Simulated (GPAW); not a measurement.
# ZnS (F-43m) in GPAW: a series of runs, part 2 of 2

GPAW 26.7.0.

### Step 5. Band structure, PBE

run.py reads:

```python
import spglib
from ase import Atoms
from ase.dft.bandgap import bandgap
from ase.io import read, write
from gpaw import GPAW

atoms = read('ZnS.cif')
cell, positions, numbers = spglib.find_primitive(
    (atoms.cell[:], atoms.get_scaled_positions(), atoms.numbers), symprec=1e-4)
atoms = Atoms(numbers, cell=cell, scaled_positions=positions, pbc=True)

calc = GPAW(mode='fd',
            h=0.16,
            xc='PBE',
            kpts={'size': (7, 7, 7), 'gamma': True},
            occupations={'name': 'fermi-dirac', 'width': 0.05},
            nbands=18,
            convergence={'density': 1e-05, 'energy': 1e-05},
            maxiter=150,
            txt='gpaw.txt')
atoms.calc = calc
energy = atoms.get_potential_energy()
forces = atoms.get_forces()
calc.write('gs.gpw')
write('result.traj', atoms)
print(f'Energy: {energy:.6f} eV')
print('Forces (eV/A):')
print(forces.round(4))
print('Fermi level:', round(calc.get_fermi_level(), 4), 'eV')
print(f'Gap: {bandgap(calc)[0]:.4f} eV, direct: {bandgap(calc, direct=True)[0]:.4f} eV')

path = atoms.cell.bandpath('GXWKGLUWLK,UX', npoints=60, eps=1e-4)
bs_calc = calc.fixed_density(kpts=path, symmetry='off', nbands=28,
                             convergence={'bands': 'CBM+6.0', 'eigenstates': 1e-6}, txt='bands.txt')
bs = bs_calc.band_structure()
bs.write('bs.json')
print(f'Gap on the path: {bandgap(bs_calc)[0]:.4f} eV')
```

ZnS.cif reads:

```cif
data_ZnS
_cell_length_a 5.40400000
_cell_length_b 5.40400000
_cell_length_c 5.40400000
_cell_angle_alpha 90.00000000
_cell_angle_beta 90.00000000
_cell_angle_gamma 90.00000000
_space_group_name_H-M_alt 'F-43m'
_space_group_name_Hall 'F -4 2 3'
_space_group_IT_number 216
loop_
_space_group_symop_operation_xyz
'x,y,z'
'y,-x,-z'
'-x,-y,z'
'-y,x,-z'
'x,-y,-z'
'y,x,z'
'-x,y,-z'
'-y,-x,z'
'z,x,y'
'-z,y,-x'
'z,-x,-y'
'-z,-y,x'
'-z,x,-y'
'z,y,x'
'-z,-x,y'
'z,-y,-x'
'y,z,x'
'-x,-z,y'
'-y,z,-x'
'x,-z,-y'
'-y,-z,x'
'x,z,y'
'y,-z,-x'
'-x,z,-y'
'x,y+1/2,z+1/2'
'y,-x+1/2,-z+1/2'
'-x,-y+1/2,z+1/2'
'-y,x+1/2,-z+1/2'
'x,-y+1/2,-z+1/2'
'y,x+1/2,z+1/2'
'-x,y+1/2,-z+1/2'
'-y,-x+1/2,z+1/2'
'z,x+1/2,y+1/2'
'-z,y+1/2,-x+1/2'
'z,-x+1/2,-y+1/2'
'-z,-y+1/2,x+1/2'
'-z,x+1/2,-y+1/2'
'z,y+1/2,x+1/2'
'-z,-x+1/2,y+1/2'
'z,-y+1/2,-x+1/2'
'y,z+1/2,x+1/2'
'-x,-z+1/2,y+1/2'
'-y,z+1/2,-x+1/2'
'x,-z+1/2,-y+1/2'
'-y,-z+1/2,x+1/2'
'x,z+1/2,y+1/2'
'y,-z+1/2,-x+1/2'
'-x,z+1/2,-y+1/2'
'x+1/2,y,z+1/2'
'y+1/2,-x,-z+1/2'
'-x+1/2,-y,z+1/2'
'-y+1/2,x,-z+1/2'
'x+1/2,-y,-z+1/2'
'y+1/2,x,z+1/2'
'-x+1/2,y,-z+1/2'
'-y+1/2,-x,z+1/2'
'z+1/2,x,y+1/2'
'-z+1/2,y,-x+1/2'
'z+1/2,-x,-y+1/2'
'-z+1/2,-y,x+1/2'
'-z+1/2,x,-y+1/2'
'z+1/2,y,x+1/2'
'-z+1/2,-x,y+1/2'
'z+1/2,-y,-x+1/2'
'y+1/2,z,x+1/2'
'-x+1/2,-z,y+1/2'
'-y+1/2,z,-x+1/2'
'x+1/2,-z,-y+1/2'
'-y+1/2,-z,x+1/2'
'x+1/2,z,y+1/2'
'y+1/2,-z,-x+1/2'
'-x+1/2,z,-y+1/2'
'x+1/2,y+1/2,z'
'y+1/2,-x+1/2,-z'
'-x+1/2,-y+1/2,z'
'-y+1/2,x+1/2,-z'
'x+1/2,-y+1/2,-z'
'y+1/2,x+1/2,z'
'-x+1/2,y+1/2,-z'
'-y+1/2,-x+1/2,z'
'z+1/2,x+1/2,y'
'-z+1/2,y+1/2,-x'
'z+1/2,-x+1/2,-y'
'-z+1/2,-y+1/2,x'
'-z+1/2,x+1/2,-y'
'z+1/2,y+1/2,x'
'-z+1/2,-x+1/2,y'
'z+1/2,-y+1/2,-x'
'y+1/2,z+1/2,x'
'-x+1/2,-z+1/2,y'
'-y+1/2,z+1/2,-x'
'x+1/2,-z+1/2,-y'
'-y+1/2,-z+1/2,x'
'x+1/2,z+1/2,y'
'y+1/2,-z+1/2,-x'
'-x+1/2,z+1/2,-y'
loop_
_atom_site_label
_atom_site_type_symbol
_atom_site_symmetry_multiplicity
_atom_site_Wyckoff_symbol
_atom_site_fract_x
_atom_site_fract_y
_atom_site_fract_z
_atom_site_occupancy
Zn1 Zn 4 c 0.2500000000 0.2500000000 0.2500000000 1
S1 S 4 a 0.0000000000 0.0000000000 0.0000000000 1
```

Potentials or basis: GPAW PAW data sets (gpaw-data 1.2.1), fd.

Started as:

```sh
OMP_NUM_THREADS=1 python run.py
```

Wall time 2.1 min (1 thread of Arm Neoverse V2, shared host); peak memory 0.58 GiB.

It converged, with:

| Quantity | Value |
| --- | --- |
| Free energy | -6.9128 eV |
| Band gap on the k mesh | 2.10 eV, direct |
| Band gap along the path | 2.10 eV, direct |

Levels at the corners of the path, in eV from the valence-band top:
```csv
point,band 5,band 6,band 7,band 8,band 9,band 10,band 11,band 12,band 13
Γ,-5.82,-5.82,0.00,0.00,0.00,2.10,6.37,6.37,6.37
X,-5.75,-5.61,-4.55,-2.22,-2.22,3.40,4.07,10.96,11.93
W,-5.86,-5.42,-4.58,-2.75,-2.71,5.68,6.03,7.85,8.19
K,-5.79,-5.48,-4.61,-3.11,-1.80,4.12,5.95,9.35,9.73
Γ,-5.82,-5.82,0.00,0.00,0.00,2.10,6.37,6.37,6.37
L,-5.79,-5.62,-5.29,-0.87,-0.87,3.30,6.89,6.89,8.86
U,-5.79,-5.48,-4.61,-3.11,-1.80,4.12,5.95,9.35,9.73
W,-5.86,-5.42,-4.58,-2.75,-2.71,5.68,6.03,7.85,8.19
L,-5.79,-5.62,-5.29,-0.87,-0.87,3.30,6.89,6.89,8.86
K,-5.79,-5.48,-4.61,-3.11,-1.80,4.12,5.95,9.35,9.73
U,-5.79,-5.48,-4.61,-3.11,-1.80,4.12,5.95,9.35,9.73
X,-5.75,-5.61,-4.55,-2.22,-2.22,3.40,4.07,10.96,11.93
```

Caveat: the real-space grid adds noise to forces.

### Step 6. Equation of state, PBE+D4

run.py reads:

```python
from ase.calculators.mixing import SumCalculator
from ase.eos import EquationOfState
from ase.io import Trajectory, read
from ase.units import GPa
from dftd4.ase import DFTD4
from gpaw import GPAW, PW

atoms = read('ZnS.xyz')

traj = Trajectory('eos.traj', 'w')
volumes, energies = [], []
for x in [0.94, 0.96, 0.98, 1.0, 1.02, 1.04, 1.06]:
    a = atoms.copy()
    a.set_cell(atoms.cell * x**(1 / 3), scale_atoms=True)
    calc = GPAW(mode=PW(600),
                xc='PBE',
                kpts={'size': (7, 7, 7), 'gamma': True},
                occupations={'name': 'fermi-dirac', 'width': 0.05},
                nbands=18,
                convergence={'density': 1e-05, 'energy': 1e-05},
                maxiter=150,
                txt=f'eos-{x:.2f}.txt')
    a.calc = SumCalculator([calc, DFTD4(method='pbe')])
    energies.append(a.get_potential_energy())
    volumes.append(a.get_volume())
    p = -a.get_stress()[:3].mean() / GPa
    calc.write(f'eos-{x:.2f}.gpw')
    traj.write(a)
    print(f'{x:.2f} {volumes[-1]:10.4f} A^3 {energies[-1]:14.6f} eV {p:9.3f} GPa', flush=True)

v0, e0, B = EquationOfState(volumes, energies, eos='birchmurnaghan').fit()
print(f'V0 = {v0:.4f} A^3, E0 = {e0:.6f} eV, B0 = {B / GPa:.2f} GPa')
```

ZnS.xyz reads:

```xyz
2
Lattice="0.0000000000 2.7020000000 2.7020000000 2.7020000000 0.0000000000 2.7020000000 2.7020000000 2.7020000000 0.0000000000" Properties=species:S:1:pos:R:3 pbc="T T T"
Zn     4.0530000000      4.0530000000      4.0530000000
S      0.0000000000      0.0000000000      0.0000000000
```

Potentials or basis: GPAW PAW data sets (gpaw-data 1.2.1), pw.

Started as:

```sh
OMP_NUM_THREADS=1 python run.py
```

It took 68 s on 1 thread of Arm Neoverse V2, shared host; peak memory 0.22 GiB.

Results (log left out):

```yaml
Equilibrium_volume: 19.47 Å³/atom
Bulk_modulus: 77 GPa
Pressure_derivative_of_the_bulk_modulus: 4.4
```

Energy against volume, from the lowest point:
```
volume (Å³/atom)  energy (meV/atom)
          18.543              11.25
          18.938               3.40
          19.332               0.00
          19.727               0.58
          20.121               4.77
          20.516              12.16
          20.910              22.41
```

### Step 7. Overview

| task | level | potentials or basis | cutoff (eV) | eigensolver | band path | band points | grid spacing | gap on the mesh (eV) | V0 of scaled cells (Å³/atom) | B0 (GPa) |
| --- | --- | --- | --- | --- | --- | --- | --- | --- | --- | --- |
| equation of state | OLYP | PAW data sets generated in the run's folder for this functional, pw | 600 | davidson | - | - | - | - | - | - |
| equation of state | RPBE+D3 | the program's PAW data sets (release 1.2.1) made for this functional, pw | 600 | - | - | - | - | - | 19.68 | 73 |
| band structure | PBE | SG15 ONCV 1.2, pw | 1100 | - | GXWKGLUWLK,UX | 80 | - | 2.11 | - | - |
| band structure | PBE | GPAW PAW data sets (gpaw-data 1.2.1), fd | - | - | GXWKGLUWLK,UX | 60 | 0.16 Å | 2.10 | - | - |
| equation of state | PBE+D4 | GPAW PAW data sets (gpaw-data 1.2.1), pw | 600 | - | - | - | - | - | 19.47 | 77 |

Alike in all rows: no spin polarisation; cell as given; k mesh 7 × 7 × 7; smearing fermi-dirac 0.05 eV.

Caveats: the minimum lies outside the volumes run (some runs); the real-space grid adds noise to forces (some runs).

Total energies depend on the potentials used, so only differences within one code and one set of settings carry meaning.

### Step 8. Comparison with measurements

Step 3. A measured bulk modulus of ZnS is 76.9 GPa (quoted in “Electronic, vibrational, and thermodynamic properties of ZnS (zincblende and rocksalt structure)”, 2009, arxiv:0911.5022); the calculated 73 GPa misses it by -5.1 %. The fit is for a static lattice scaled at fixed shape and fixed fractional positions.

Step 4. A measured gap of ZnS is 3.85 eV (direct; 19 K; quoted in “Electronic, vibrational, and thermodynamic properties of ZnS (zincblende and rocksalt structure)”, 2009, arxiv:0911.5022); the calculated 2.11 eV misses it by -1.74 eV. The value is that of PBE, without temperature or zero-point motion. Semilocal functionals fall short of measured gaps as a rule.

Step 5. Against the measured gap of ZnS, 3.85 eV (direct; 19 K; quoted in “Electronic, vibrational, and thermodynamic properties of ZnS (zincblende and rocksalt structure)”, 2009, arxiv:0911.5022), the calculated 2.10 eV is off by -1.75 eV. The value is that of PBE, without temperature or zero-point motion. Semilocal functionals fall short of measured gaps as a rule.

Step 6. Against the measured bulk modulus of ZnS, 76.9 GPa (quoted in “Electronic, vibrational, and thermodynamic properties of ZnS (zincblende and rocksalt structure)”, 2009, arxiv:0911.5022), the calculated 77 GPa is off by +0.2 %. The fit is for a static lattice scaled at fixed shape and fixed fractional positions.
